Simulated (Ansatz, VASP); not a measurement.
## Ga in VASP and in Ansatz

```
Ga
1.0
    -1.41155    1.41155    2.35655
     1.41155   -1.41155    2.35655
     1.41155    1.41155   -2.35655
Ga
1
Direct
  0.00000 0.00000 0.00000
```

This isn't the form of Ga at room conditions, which is orthorhombic.

Alike in both runs: task single point; functional r2SCAN; k mesh 13 × 13 × 13; occupations fermi-dirac, width 0.05 eV; no spin polarisation.

|  | VASP | Ansatz |
| --- | --- | --- |
| version | VASP 6.6.1 | Ansatz 0.2.0 |
| potentials or method | VASP PAW PBE potentials, release 64 (Ga_d) | Ansatz PAW |
| plane-wave cutoff (eV) | 520 | 500 |
| valence electrons in the cell | 13 | 13 |

```tsv
	VASP	Ansatz	Ansatz less VASP
gap on the k mesh at the Fermi level (eV)	none	none	-
pressure (GPa)	-2.9	-3.0	-0.07
largest component of the traceless stress (GPa)	0.47	0.51	+0.042
```

A gap of «none» marks a metal or a gap that the smearing closes. The functional is the same, so the differences come from potentials, cutoffs and numerics.

Caveats: the PAW data sets were made with another functional, which shifts forces and pressure a little (VASP); the PAW data sets come from PBE, with cores solved anew for the run's functional, which leaves a small shift of forces and pressure (Ansatz).
